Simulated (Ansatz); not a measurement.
# 2H-MoS2 bilayer (2H stacking) in a perpendicular field, part 3 of 3

Wanted: the out-of-plane response of the 2H-MoS2 bilayer (2H stacking). A positive field points along +c.

Ansatz 0.2.0; plane-wave DFT, PBE-D3(BJ), Ansatz PAW.

So far. Step 10 (Single point, field 0.3 V/Å): The dipole is 0.147 e·Å, and the gap 1.139 eV.

**11. Atoms held, field -0.3 V/Å**

The input, input.yaml:

```yaml
crystal:
  lattice:
    - [3.1517751255, 0.0, 0.0]
    - [-1.5758875628, 2.7295173257, 0.0]
    - [0.0, 0.0, 27.1948081362]
  atoms:
    - { symbol: S, position: [0.3333333333, 0.6666666667, 0.3309455229] }
    - { symbol: Mo, position: [0.0, 0.0, 0.3885878768] }
    - { symbol: S, position: [0.3333333333, 0.6666666667, 0.4461741025] }
    - { symbol: S, position: [0.0, 0.0, 0.5538258975] }
    - { symbol: Mo, position: [0.3333333333, 0.6666666667, 0.6114121232] }
    - { symbol: S, position: [0.0, 0.0, 0.6690544771] }
kpoints:
  mp_grid: { grid: [18, 18, 1] }
  band_path:
    path: [[0, 0, 0], [0.5, 0, 0], [0.33333333, 0.33333333, 0], [0, 0, 0]]
    npoints: 16
hamiltonian:
  xc: pbe
  dispersion: d3bj
scf:
  occupations: { method: fermi_dirac, width: 0.02585 }
  convergence: { dr2_threshold: 1.0e-10 }
efield:
  axis: 3
  dipole_correction: true
  ramp_position: 0.9514
  ramp_width: 0.0972
  amplitude: -0.3
output:
  write_potential: true
  write_density: true
  volumetric_format: npy
```

Command:

```sh
$ ansatz run input.yaml --threads 2 --pin off --max-ram 4096MiB --backend cpu --events-out ev --progress --plain --runs-dir out
```

Numbers of over 12 decimals in the logs are rounded to 6 here.

What it wrote:

```text
[...]
Crystal: 6 atoms, lattice volume = 233.952 Å³
Basis set: ecut = 420 eV, 4531 PW (Γ)
Bands: 32, of which v1, the nominal top of the filled ones, is band 26 counted from 1 (25 counted from 0)
Symmetry: 6 space group operations
k-points: 37 of 324 (time reversal used)
[...]
k-point 0: bands = [... 22 lower, 0.1458, 0.1880, 1.1975, 1.9844, 4.1713, 4.1713, 4.3775, 4.3775, ... 2 higher]
  k-point 1: bands = [... 22 lower, 0.0845, 0.4548, 1.1951, 1.9200, 4.1045, 4.2541, 4.2788, 4.3332, ... 2 higher]
  k-point 2: bands = [... 22 lower, 0.1697, 0.6228, 1.1616, 1.7102, 3.9486, 4.0317, 4.1868, 4.2546, ... 2 higher]
  k-point 36: bands = [... 22 lower, -0.7734, -0.5659, 1.3209, 1.5982, 3.1229, 3.3816, 4.1537, 4.7982, ... 2 higher]
[key lines of the parts left out:]
SCF converged after 14 iterations
Free energy (F): -13527.823737 eV
Fermi energy:    2.536132 eV
Dipole field:    D = -0.113849 V/Å  (p = -0.147195 e·Å, saw-weighted, corrected)
```

Wall time 49 s (2 threads of Intel Xeon at 2.50GHz (Skylake/Cascade Lake), shared host); peak memory 0.62 GiB; 96 s of CPU time.

The dipole is -0.147 e·Å, and the gap 1.139 eV.

**12. Single point, field 0.4 V/Å**

Edit input.yaml of step 11 so:

```diff
@@ -26,5 +26,5 @@
   dipole_correction: true
-  ramp_position: 0.9514
-  ramp_width: 0.0972
-  amplitude: -0.3
+  ramp_position: 0.9173
+  ramp_width: 0.1655
+  amplitude: 0.4
 output:
```

What it wrote:

```text
[...]
Crystal: 6 atoms, lattice volume = 233.952 Å³
Basis set: ecut = 420 eV, 4531 PW (Γ)
Bands: 32, of which v1, the nominal top of the filled ones, is band 26 counted from 1 (25 counted from 0)
Symmetry: 6 space group operations
k-points: 37 of 324 (time reversal used)
[...]
k-point 0: bands = [... 22 lower, 0.1860, 0.1880, 1.1901, 1.9946, 4.1256, 4.1256, 4.3452, 4.3452, ... 2 higher]
  k-point 1: bands = [... 22 lower, 0.1079, 0.4668, 1.1891, 1.9309, 4.0572, 4.2089, 4.2356, 4.2922, ... 2 higher]
  k-point 2: bands = [... 22 lower, 0.1478, 0.6283, 1.1567, 1.7243, 3.8951, 3.9975, 4.1450, 4.3010, ... 2 higher]
  k-point 36: bands = [... 22 lower, -0.8010, -0.5288, 1.2776, 1.6362, 3.0775, 3.4218, 4.1311, 4.8151, ... 2 higher]
[key lines of the parts left out:]
SCF converged after 16 iterations
Free energy (F): -13527.840913 eV
Fermi energy:    2.523914 eV
Dipole field:    D = 0.151851 V/Å  (p = 0.196328 e·Å, saw-weighted, corrected)
```

Elapsed: 54 s, on 2 threads; peak memory 0.62 GiB; 1.8 min of CPU time.

The dipole is 0.196 e·Å, and the gap 1.083 eV.

**13. Atoms held, field -0.4 V/Å**

Edit input.yaml of step 12 so:

```diff
@@ -28,3 +28,3 @@
   ramp_width: 0.1655
-  amplitude: 0.4
+  amplitude: -0.4
 output:
```

What it wrote:

```text
[...]
Crystal: 6 atoms, lattice volume = 233.952 Å³
Basis set: ecut = 420 eV, 4531 PW (Γ)
Bands: 32, of which v1, the nominal top of the filled ones, is band 26 counted from 1 (25 counted from 0)
Symmetry: 6 space group operations
k-points: 37 of 324 (time reversal used)
[...]
k-point 0: bands = [... 22 lower, 0.1867, 0.1886, 1.1907, 1.9953, 4.1263, 4.1263, 4.3458, 4.3458, ... 2 higher]
  k-point 1: bands = [... 22 lower, 0.1085, 0.4675, 1.1898, 1.9315, 4.0578, 4.2096, 4.2362, 4.2929, ... 2 higher]
  k-point 2: bands = [... 22 lower, 0.1485, 0.6290, 1.1574, 1.7250, 3.8958, 3.9982, 4.1457, 4.3017, ... 2 higher]
  k-point 36: bands = [... 22 lower, -0.8003, -0.5282, 1.2783, 1.6369, 3.0782, 3.4224, 4.1318, 4.8158, ... 2 higher]
[key lines of the parts left out:]
SCF converged after 16 iterations
Free energy (F): -13527.840913 eV
Fermi energy:    2.524588 eV
Dipole field:    D = -0.151851 V/Å  (p = -0.196329 e·Å, saw-weighted, corrected)
```

It took 55 s on 2 threads; peak memory 0.62 GiB; 1.8 min of CPU time.

The dipole is -0.196 e·Å, and the gap 1.083 eV.

**14. Response, atoms held**

This step: plane-wave DFT, PBE-D3(BJ), Ansatz PAW; response to a field along the normal, atoms held (Ansatz 0.2.0).

The dipoles give the slope, and the difference of two potentials shows where the field is screened.

Numbers from this step:

```
equivalent conductor thickness p/(ε₀AE) : 10.32 Å
distance between the outer atoms        : 9.195 Å
```

The dipole of the cell by applied field:

| applied field (V/Å) | dipole of the cell (e·Å) |
| --- | --- |
| -0.400 | -0.196 |
| -0.300 | -0.147 |
| -0.200 | -0.0981 |
| -0.100 | -0.0490 |
| -0.050 | -0.0245 |
| 0.000 | 3.2e-6 |
| 0.050 | 0.0245 |
| 0.100 | 0.0490 |
| 0.200 | 0.0981 |
| 0.300 | 0.147 |
| 0.400 | 0.196 |

Local field over the applied field, running mean. From the potentials at -0.05 and 0.05 V/Å; running mean over 2.8 Å. Local field over applied field against z:

```
z (Å)  local field over applied field
  4.5                           0.999
  5.0                           0.996
  5.5                           0.988
  6.0                           0.965
  6.5                           0.910
  7.0                           0.802
  7.5                           0.655
  8.0                           0.493
  8.5                           0.331
  9.0                           0.194
  9.5                           0.100
 10.0                          0.0556
 10.5                          0.0379
 11.0                          0.0456
 11.5                          0.0727
 12.0                           0.124
 12.5                           0.190
 13.0                           0.240
 13.5                           0.260
 14.0                           0.252
 14.5                           0.213
 15.0                           0.150
 15.5                          0.0896
 16.0                          0.0539
 16.5                          0.0380
 17.0                          0.0460
 17.5                          0.0780
 18.0                           0.151
 18.5                           0.274
 19.0                           0.429
 19.5                           0.594
 20.0                           0.747
 20.5                           0.874
 21.0                           0.949
 21.5                           0.981
 22.0                           0.994
 22.5                           0.998
 23.0                           0.999
```

Electrons, planar mean, per unit field. Induced electron density against z:

| z (Å) | induced electron density (e/Å³ per V/Å) |
| --- | --- |
| 4.5 | 4.3e-6 |
| 5.0 | 1.4e-5 |
| 5.5 | 4.3e-5 |
| 6.0 | 1.3e-4 |
| 6.5 | 3.7e-4 |
| 7.0 | 1.0e-3 |
| 7.5 | 0.00232 |
| 8.0 | 0.00361 |
| 8.5 | 0.00204 |
| 9.0 | 9.7e-4 |
| 9.5 | 3.7e-4 |
| 10.0 | -4.5e-4 |
| 10.5 | 6.7e-5 |
| 11.0 | 2.4e-4 |
| 11.5 | 4.9e-5 |
| 12.0 | -8.2e-4 |
| 12.5 | -0.00110 |
| 13.0 | -0.00207 |
| 13.5 | -4.7e-4 |
| 14.0 | 0.00171 |
| 14.5 | 0.00167 |
| 15.0 | 7.6e-4 |
| 15.5 | 4.2e-4 |
| 16.0 | -3.4e-4 |
| 16.5 | -1.9e-4 |
| 17.0 | 2.9e-4 |
| 17.5 | 1.9e-4 |
| 18.0 | -0.00105 |
| 18.5 | -0.00119 |
| 19.0 | -0.00342 |
| 19.5 | -0.00297 |
| 20.0 | -0.00142 |
| 20.5 | -5.5e-4 |
| 21.0 | -2.0e-4 |
| 21.5 | -6.7e-5 |
| 22.0 | -2.2e-5 |
| 22.5 | -6.8e-6 |
| 23.0 | -2.1e-6 |

The smaller of the gaps on the path and on the k-mesh, counted as 0 under 0.03 eV. Gap against applied field:

```
applied field (V/Å)  gap (eV)
             -0.400      1.08
             -0.300      1.14
             -0.200      1.19
             -0.100      1.21
             -0.050      1.21
              0.000      1.21
              0.050      1.21
              0.100      1.21
              0.200      1.19
              0.300      1.14
              0.400      1.08
```

By hand: between -0.05 and 0.05 V/Å the dipole changes by 0.04905 e·Å, a slope of 0.4905 e·Å²/V. A perfect conductor of thickness t has p = ε₀AEt, so t = 180.95 × 0.4905 / 8.603 = 10.32 Å (e/ε₀ = 180.95 V·Å, A in Å²).

The induced dipole is that of a conductor 10.32 Å thick.

**15. What came out**

```json
{
 "gap without field": "1.21 eV",
 "ionisation energy, upper face": "5.42 eV",
 "electron affinity, upper face": "4.21 eV",
 "equivalent conductor thickness, atoms held": "10.3 Å"
}
```

**Reading.** The induced dipole equals that of a perfect conductor 10.32 Å thick, while the outer atoms lie 9.19 Å apart; an out-of-plane ε follows only once a thickness t is chosen, by 1 − 1/ε = 10.32 Å / t. The gap goes from 1.21 eV to 1.08 eV at -0.4 V/Å. With the field reversed the gap is 1.08 eV at 0.4 V/Å. Semilocal functionals give gaps that are too small, and excitons are not included. Spin-orbit coupling is left out, which matters for the bands of elements this heavy.

[Logs are printed without paths, hosts, clocks, repeated set-up lines and the standing remarks that a program may print on its own settings, such as how far it seeks lower states.]

[Hosts, paths, dates, database ids (printed as entryN), source tags and the programs' standing remarks are cut or masked in the printed files.]

[Maps of the electrostatic potential energy from Ansatz leave out the sawtooth potential of an applied field or a dipole correction, so their vacuum need not be flat; planar profiles and work functions include it.]
